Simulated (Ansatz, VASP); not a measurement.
# Two plane-wave programs on Zr

```
Zr
1.0
     4.18298    0.00000    0.00000
    -2.09149    3.62257    0.00000
     0.00000    0.00000    4.74573
Zr
3
Direct
  0.22540 0.00000 0.33333
  0.00000 0.22540 0.66667
  0.77460 0.77460 0.00000
```

Alike in both runs: task relaxation of cell and atoms; functional r2SCAN; k mesh 6 × 6 × 4; occupations gaussian, width 0.1 eV; no spin polarisation.

```csv
,VASP,Ansatz
version,VASP 6.6.1,Ansatz 0.2.0
potentials or method,"VASP PAW PBE potentials, release 64 (Zr_sv)","scalar-relativistic, plane waves, PAW"
plane-wave cutoff (eV),600,500
valence electrons in the cell,36,36
```

|  | VASP | Ansatz | Ansatz less VASP |
| --- | --- | --- | --- |
| gap on the k mesh at the Fermi level, each at its own relaxed structure (eV) | none | none | - |
| relaxed volume (Å³/atom) | 22.58 | 23.10 | +0.526 |
| relaxed cell length with the largest relative difference (Å) | 2.678 | 3.098 | +0.4202 |
| energy change over the relaxation (meV/atom) | -1767 | -1677 | +89.5 |

A gap of «none» marks a metal or a gap that the smearing closes. One of these differences is far larger than is usual between the two programs; its cause wasn't traced.

Caveats: the PAW data sets were made with another functional, which shifts forces and pressure a little (VASP).
